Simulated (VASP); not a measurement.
# SnSe in VASP: a series of runs

Runs on SnSe. Level: PBE. Tasks: single point.

Program: VASP 6.6.1. These are calculated values, not measurements. Logs are shortened: lines on timing, memory, paths and dates and some standing lists are left out, and cuts for length are marked.

### Step 1. The slab as given

The cell holds a slab with vacuum, 4 atoms: a = 4.285 Å, b = 4.285 Å, c = 20.809 Å, α = 90.00°, β = 90.00°, γ = 90.00°.

### Step 2. Single point, PBE

File INCAR:

```
PREC     = Accurate       # precision mode
ENCUT    = 600            # plane-wave cutoff, eV
EDIFF    = 1E-7           # SCF threshold, eV
ISMEAR   = 0              # smearing method
SIGMA    = 0.05           # smearing width, eV
LREAL    = False          # projectors in reciprocal space
LASPH    = True           # aspherical terms in the spheres
NELM     = 120            # most SCF steps
ALGO     = Normal         # electronic algorithm
ISIF     = 2              # what is computed and relaxed
LWAVE    = False          # write WAVECAR
LCHARG   = False          # write CHGCAR
LDIPOL   = True         
IDIPOL   = 3            
DIPOL    = 0.5 0.5 0.500
GGA      = PE             # functional
NBANDS   = 32             # bands
LVHAR    = True         
LVACPOTAV= True
```

File KPOINTS:

```
Automatic mesh
0
Gamma
  7 7 1
```

File POSCAR:

```
SnSe
1.0
    4.2853274200      0.0000000000      0.0000000000
    0.0000000000      4.2853274200      0.0000000000
    0.0000000000      0.0000000000     20.8085810303
Sn Se
2 2
Direct
    0.5000000000      0.0000000000      0.4325138743
    0.0000000000      0.5000000000      0.5674861257
    0.0000000000      0.5000000000      0.4387101741
    0.5000000000      0.0000000000      0.5612898259
```

Potentials or basis: VASP PAW PBE potentials, release 64 (Sn_d, Se).

On the command line:

```sh
$ cat potpaw_PBE.64/Sn_d/POTCAR potpaw_PBE.64/Se/POTCAR > POTCAR
$ mpirun -np 1 vasp_std > vasp.out
```

OUTCAR:

```text
PREC = Accurate
   ENCUT = 600
   EDIFF = 1E-7
   ISMEAR = 0
   LREAL = False
   LASPH = True
   NELM = 120
   ISIF = 2
   GGA = PE

 Found     10 irreducible k-points:

 Following reciprocal coordinates:
            Coordinates               Weight
  0.000000  0.000000  0.000000      1.000000
  0.142857  0.000000  0.000000      4.000000
  0.285714  0.000000  0.000000      4.000000
  0.428571  0.000000  0.000000      4.000000
  0.142857  0.142857  0.000000      4.000000
  0.285714  0.142857  0.000000      8.000000
   k-points           NKPTS =     10   k-points in BZ     NKDIM =     10   number of bands    NBANDS=     32
   number of dos      NEDOS =    301   number of ions     NIONS =      4
   total plane-waves  NPLWV = 217728
   dimension x,y,z NGX =    36 NGY =   36 NGZ =  168
   dimension x,y,z NGXF=    72 NGYF=   72 NGZF=  336
   ions per type =               2   2
   NGX,Y,Z   is equivalent  to a cutoff of  13.97, 13.97, 13.42 a.u.
   NGXF,Y,Z  is equivalent  to a cutoff of  27.93, 27.93, 26.84 a.u.
 SYSTEM =  unknown system
   PREC   = accura    normal or accurate (medium, high low for compatibility)
   ISTART =      0    job   : 0-new  1-cont  2-samecut
   ICHARG =      2    charge: 1-file 2-atom 10-const
   ISPIN  =      1    spin polarized calculation?
   LNONCOLLINEAR =      F non collinear calculations
   LSORBIT =      F    spin-orbit coupling
   LASPH  =      T    aspherical Exc in radial PAW
   ENCUT  =  600.0 eV  44.10 Ry    6.64 a.u.   8.56  8.56 41.56*2*pi/ulx,y,z
   NELM   =    120;   NELMIN=  2; NELMDL= -5     # of ELM steps
   EDIFF  = 0.1E-06   stopping-criterion for ELM
   LREAL  =      F    real-space projection
   EDIFFG = 0.1E-05   stopping-criterion for IOM
   NSW    =      0    number of steps for IOM
   IBRION =     -1    ionic relax: 0-MD 1-quasi-New 2-CG
   NFREE  =      0    steps in history (QN), initial steepest desc. (CG)
   ISIF   =      2    stress and relaxation
   ISYM   =      2    0-nonsym 1-usesym 2-fastsym
   POTIM  = 0.5000    time-step for ionic-motion
   TEBEG  =    0.0;   TEEND  =   0.0 temperature during run
   PSTRESS=    0.0 pullay stress
   NELECT =      40.0000    total number of electrons
   NUPDOWN=      -1.0000    fix difference up-down
   EMIN   =  10.00;   EMAX   =-10.00  energy-range for DOS
   EFERMI =   0.00;   METHOD = LEGACY
   ISMEAR =     0;   SIGMA  =   0.05  broadening in eV -4-tet -1-fermi 0-gaus
   EFERMI_NEDOS =   21; number of points for ismear=-14 and -15
   IALGO  =     38    algorithm
   IMIX   =      4    mixing-type and parameters
     AMIX     =   0.40;   BMIX     =  1.00
     AMIX_MAG =   1.60;   BMIX_MAG =  1.00
  volume/ion in A,a.u.               =      95.53       644.68
  Fermi-wavevector in a.u.,A,eV,Ry     =   0.771539  1.457998  8.099177  0.595273
  Thomas-Fermi vector in A             =   1.872979
   LORBIT       =      0    0 simple, 1 ext, 2 COOP (PROOUT), +10 PAW based schemes
   GGA     = PE    functional components
   LHFCALC =     F    Hartree Fock is set to
   AEXX    =    0.0000 exact exchange contribution
   IVDW    =     0    specifies the selected vdW correction
   LEPSILON=     F    determine dielectric tensor
   LRPA    =     F    only Hartree local field effects (RPA)
 non-spin polarized calculation
 Gauss-broadening in eV      SIGMA  =   0.05
  energy-cutoff  :      600.00
  volume of cell :      382.13
 maximum number of plane-waves:     12795
 NGX is ok and might be reduce to    36
   NGX = 17   NGY = 17   NGZ = 83

 dipolmoment           0.000000      0.000000     -0.000000 electrons x Angstroem

 number of electron      40.0000009 magnetization

 dipolmoment           0.000000      0.000000      0.000000 electrons x Angstroem

 Free energy of the ion-electron system (eV)
  ---------------------------------------------------
  ext. energy  EPLUGINS =         0.00000000
  ---------------------------------------------------
  free energy    TOTEN  =       -16.24085797 eV

  energy without entropy =      -16.24085797  energy(sigma->0) =      -16.24085797

 E-fermi :  -1.3235     XC(G=0):  -3.2616

 val. band max:       -1.6099359493   @ k =   0.4286   0.0000   0.0000
 cond. band min:      -0.6221393529   @ k =   0.4286   0.0000   0.0000
 fundamental gap:      0.9877965964
 Fermi energy:        -1.3235322115

 k-point     1 :       0.0000    0.0000    0.0000
  band No.  band energies     occupation
      1     -22.8848      2.00000
      2     -22.8794      2.00000
      3     -22.8757      2.00000
      4     -22.8688      2.00000
      5     -22.8624      2.00000
      6     -22.8346      2.00000
[... 24 lines left out ...]
     31       4.0007      0.00000
     32       4.6527      0.00000

 k-point     2 :       0.1429    0.0000    0.0000
  band No.  band energies     occupation
      1     -22.8828      2.00000
      2     -22.8780      2.00000
      3     -22.8768      2.00000
      4     -22.8707      2.00000
      5     -22.8598      2.00000
      6     -22.8348      2.00000
[... 24 lines left out ...]
     31       4.6529      0.00000
     32       4.7580      0.00000

 k-point     3 :       0.2857    0.0000    0.0000
  band No.  band energies     occupation
      1     -22.8791      2.00000
      2     -22.8787      2.00000
      3     -22.8751      2.00000
      4     -22.8751      2.00000
      5     -22.8531      2.00000
      6     -22.8360      2.00000
[... 24 lines left out ...]
     31       4.9413      0.00000
     32       5.5462      0.00000

 k-point     4 :       0.4286    0.0000    0.0000
  band No.  band energies     occupation
      1     -22.8804      2.00000
      2     -22.8790      2.00000
      3     -22.8751      2.00000
      4     -22.8737      2.00000
      5     -22.8453      2.00000
      6     -22.8394      2.00000
[... 24 lines left out ...]
     31       5.2948      0.00000
     32       5.5447      0.00000

 k-point     5 :       0.1429    0.1429    0.0000
  band No.  band energies     occupation
      1     -22.8808      2.00000
      2     -22.8782      2.00000
      3     -22.8764      2.00000
      4     -22.8734      2.00000
      5     -22.8567      2.00000
      6     -22.8350      2.00000
[... 24 lines left out ...]
     31       4.8467      0.00000
     32       4.9156      0.00000

 k-point     6 :       0.2857    0.1429    0.0000
  band No.  band energies     occupation
      1     -22.8813      2.00000
      2     -22.8786      2.00000
      3     -22.8764      2.00000
      4     -22.8733      2.00000
      5     -22.8501      2.00000
      6     -22.8359      2.00000
[... 24 lines left out ...]
     31       5.2154      0.00000
     32       5.3962      0.00000

 [... further k-points ...]
[... 5 lines left out ...]
  --------------------------------------------------------------------------------------
  -------------------------------------------------------------------------------------
  Total        0.7128679      0.7128679      1.0095200      0.0000000      0.0000000      0.0000000
  in kB        2.9888847      2.9888847      4.2326761      0.0000000      0.0000000      0.0000000
  external PRESSURE =       3.4034818 kB  Pullay stress =       0.0000000 kB

 VOLUME and BASIS-vectors are now :
 -----------------------------------------------------------------------------
  energy-cutoff  :      600.00
  volume of cell :      382.13
      direct lattice vectors                 reciprocal lattice vectors
     4.285327420  0.000000000  0.000000000     0.233354398  0.000000000  0.000000000
     0.000000000  4.285327420  0.000000000     0.000000000  0.233354398  0.000000000
     0.000000000  0.000000000 20.808581030     0.000000000  0.000000000  0.048057097

 POSITION                                       TOTAL-FORCE (eV/Angst)
 -----------------------------------------------------------------------------------
      2.14266      0.00000      9.00000         0.000000     -0.000000     -0.151552
      0.00000      2.14266     11.80858        -0.000000     -0.000000      0.151552
      0.00000      2.14266      9.12894        -0.000000      0.000000     -0.232527
      2.14266      0.00000     11.67964        -0.000000     -0.000000      0.232527
 -----------------------------------------------------------------------------------
    total drift:                                0.000000      0.000000      0.000000

  FREE ENERGIE OF THE ION-ELECTRON SYSTEM (eV)
  ---------------------------------------------------
  free  energy   TOTEN  =       -16.2408579676 eV

  energy  without entropy=      -16.2408579676  energy(sigma->0) =      -16.24085797

 vacuum level on the upper side and lower side of the slab         2.717         2.717
```

It took 4.1 min on 1 thread of Intel Xeon Platinum 8259CL at 2.50GHz (Skylake/Cascade Lake), shared host; peak memory 0.55 GiB.

The run converged, but some of its settings lie outside the range that counts as converged, so its numbers aren't taken as properties of the slab.

Results:

* Free energy: -16.2409 eV
* Largest force: 0.233 eV/Å
* Band gap on the k mesh: 0.99 eV, direct
* Ionisation potential of the upper face: 4.33 eV

Caveat: spin-orbit coupling is left out, which moves the levels of the heavy elements.

### Step 3. Single point, PBE

INCAR, as its differences from that of step 2:

```diff
@@ -1,3 +1,3 @@
 PREC     = Accurate       # precision mode
-ENCUT    = 600            # plane-wave cutoff, eV
+ENCUT    = 750            # plane-wave cutoff, eV
 EDIFF    = 1E-7           # SCF threshold, eV
```

KPOINTS is that of step 2.

POSCAR is that of step 2.

Potentials or basis: VASP PAW PBE potentials, release 64 (Sn_d, Se).

On the command line:

```sh
$ cat potpaw_PBE.64/Sn_d/POTCAR potpaw_PBE.64/Se/POTCAR > POTCAR
$ mpirun -np 1 vasp_std > vasp.out
```

Wall time 6.1 min (1 thread of Intel Xeon Platinum 8259CL at 2.50GHz (Skylake/Cascade Lake), shared host); peak memory 0.73 GiB.

These settings aren't checked as converged: the numbers below hold their error.

Results:

```
Free energy                            : -16.2409 eV
Largest force                          : 0.233 eV/Å
Band gap on the k mesh                 : 0.99 eV, direct
Ionisation potential of the upper face : 4.33 eV
```

Caveat: spin-orbit coupling is left out, which moves the levels of the heavy elements.

### Step 4. Single point, PBE

This run uses another cell than the first one, of 67.99 Å³/atom, 0.712 times its volume.

INCAR, as its differences from that of step 3:

```diff
@@ -1,3 +1,3 @@
 PREC     = Accurate       # precision mode
-ENCUT    = 750            # plane-wave cutoff, eV
+ENCUT    = 250            # plane-wave cutoff, eV
 EDIFF    = 1E-7           # SCF threshold, eV
```

File KPOINTS:

```
Automatic mesh
0
Gamma
  2 2 1
```

File POSCAR:

```
SnSe
1.0
    4.2853274200      0.0000000000      0.0000000000
    0.0000000000      4.2853274200      0.0000000000
    0.0000000000      0.0000000000     14.8085810303
Sn Se
2 2
Direct
    0.5000000000      0.0000000000      0.4051704878
    0.0000000000      0.5000000000      0.5948295122
    0.0000000000      0.5000000000      0.4138773454
    0.5000000000      0.0000000000      0.5861226546
```

On the command line:

```sh
$ cat potpaw_PBE.64/Sn_d/POTCAR potpaw_PBE.64/Se/POTCAR > POTCAR
$ mpirun -np 1 vasp_std > vasp.out
```

Run time: 18 s. Hardware: 1 thread of Intel Xeon Platinum 8259CL at 2.50GHz (Skylake/Cascade Lake), shared host; peak memory 0.19 GiB.

These settings aren't checked as converged: the numbers below hold their error.

What came out:

* Free energy: -15.4966 eV
* Largest force: 0.901 eV/Å
* Band gap on the k mesh: 1.74 eV, direct
* Ionisation potential of the upper face: 4.68 eV

Caveat: the k mesh is coarse (spacing up to 0.73 Å⁻¹), so the values aren't converged; the cutoff is under 1.25 times the usual one of these potentials, so pressure, stress and relaxed cells hold a basis-set (Pulay) error; spin-orbit coupling is left out, which moves the levels of the heavy elements.
